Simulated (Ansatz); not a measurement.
Level of theory: Ansatz, DFT PBE, scalar-relativistic, plane waves, PAW. All cells share a 420 eV cutoff and Γ-centred k meshes spaced at most about 0.3 Å⁻¹ (about 0.25 or finer for metals, 2π included). No spin polarisation.

Each guess is relaxed in cell and atoms at zero pressure, on a coarse mesh first where it starts far from rest and then on a converged one. The steps can't lower the symmetry of the start, but it can rise. Energies are static (0 K, no zero-point motion).

Two unrelaxed guesses for InGa₂As₃:

A.

```
In Ga As
1.0
     3.98474    0.00000    0.00000
    -1.99237    3.45089    0.00000
     0.00000    0.00000    9.76058
In Ga As
1 2 3
Direct
  0.66667 0.33333 0.33333
  0.00000 0.00000 0.00000
  0.33333 0.66667 0.66667
  0.00000 0.00000 0.25000
  0.66667 0.33333 0.58333
  0.33333 0.66667 0.91667
```

B.

```
In Ga As
1.0
     3.98474    0.00000    0.00000
    -1.99237    3.45089    0.00000
     0.00000    0.00000    9.76058
In Ga As
1 2 3
Cartesian
  0.0000 2.3006 6.5071
  0.0000 0.0000 0.0000
  1.9924 1.1503 3.2535
  0.0000 0.0000 2.4401
  1.9924 1.1503 5.6936
  0.0000 2.3006 8.9472
```

**Question.** Which guess leads to the lower structure, and by how much?

**Answer.** Both fall into one structure. A: P3m1 at 22.4 Å³/atom → P3m1 at 25.7 Å³/atom; B: P3m1 at 22.4 Å³/atom → P3m1 at 25.7 Å³/atom. Conventional cell: a = 4.166 Å, c = 10.242 Å. Around In lie 4 As at 2.61–2.67 Å; Ga on its first site has 4 As at 2.48–2.53 Å; around Ga on its second site lie 4 As at 2.49–2.53 Å; around As on its first site lie 1 Ga at 2.48 Å and 3 In at 2.61 Å; 2 more sites not described.

```
CELL_PARAMETERS angstrom
4.16611 0.00000 0.00000
-2.08306 3.60796 0.00000
0.00000 0.00000 10.24224
ATOMIC_POSITIONS crystal
In 0.00000 0.00000 0.33482
Ga 0.33333 0.66667 0.99382
Ga 0.66667 0.33333 0.67324
As 0.33333 0.66667 0.23591
As 0.00000 0.00000 0.59562
As 0.66667 0.33333 0.91660
```

Cells without such a test can be saddle points. Shaken at random and relaxed again, the end of A came back. This end isn't the lowest form computed: that has In and Ga ordered on zinc blende sites, space group I-4m2 (No. 119) and lies 8 meV/atom below it. Some structure types and database cells were kept out of the candidates from the start, so a known form may be missing.
